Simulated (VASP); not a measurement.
Here is a VASP 6.6.1 calculation.

INCAR

```
SYSTEM = EuO
PREC = Accurate ; ENCUT = 520
EDIFF = 1E-7 ; ISMEAR = 0
SIGMA = 0.1 ; LREAL = .FALSE.
LASPH = .TRUE. ; NELM = 150
ALGO = Normal ; ISIF = 2
LWAVE = .FALSE. ; LCHARG = .FALSE.
ISPIN = 2 ; MAGMOM = 7.45 0
LORBIT = 11 ; LMAXMIX = 6
GGA = PE ; NBANDS = 22
```

KPOINTS

```
Automatic mesh
0
G
  14 14 14
  0 0 0
```

POSCAR

```
EuO
1.0
    0.0000000000      2.5320197653      2.5320197653
    2.5320197653      0.0000000000      2.5320197653
    2.5320197653      2.5320197653      0.0000000000
Eu O
1 1
Direct
    0.0000000000      0.0000000000      0.0000000000
    0.5000000000      0.5000000000      0.5000000000
```

Potentials or basis: VASP PAW PBE potentials, release 64 (Eu, O).

Run with:

```console
$ cat potpaw_PBE.64/Eu/POTCAR potpaw_PBE.64/O/POTCAR > POTCAR
$ mpirun -np 1 vasp_std > vasp.out
```

Question: What does it give for the net moment?

Answer: 6.94 μB per cell.

Question: Estimate the band gap on the k mesh.

Answer: None (metal or under the smearing width).

Question: What does it give for the pressure?

Answer: -0.5 GPa.

Caveat: spin-orbit coupling is left out, which moves the levels of the heavy elements; a cell with one magnetic atom can't hold antiferromagnetic order, which such compounds often take; without U or exact exchange the open f shell lies at the Fermi level, which spoils levels, moments and volumes. The state reached can hang on the start; a lower one may exist.

**Measured values to compare with.**

From a printed reference work, monograph, for a bulk crystal of EuO at 300 K: band gap 1.115 eV (optical).

Against the measured gap of EuO, 1.115 eV (optical; 300 K; a printed reference work, monograph), the calculated 0.00 eV is off by -1.11 eV. So large a miss can be the level of theory's own, or it may mean another phase, state or a wrong row. Spin-orbit coupling on Eu is left out. The value is that of PBE on a finite k mesh, which can miss the band edges, without temperature or zero-point motion. Semilocal functionals fall short of measured gaps as a rule. The run's magnetic order (collinear spin, typed start) needn't be the measured crystal's.
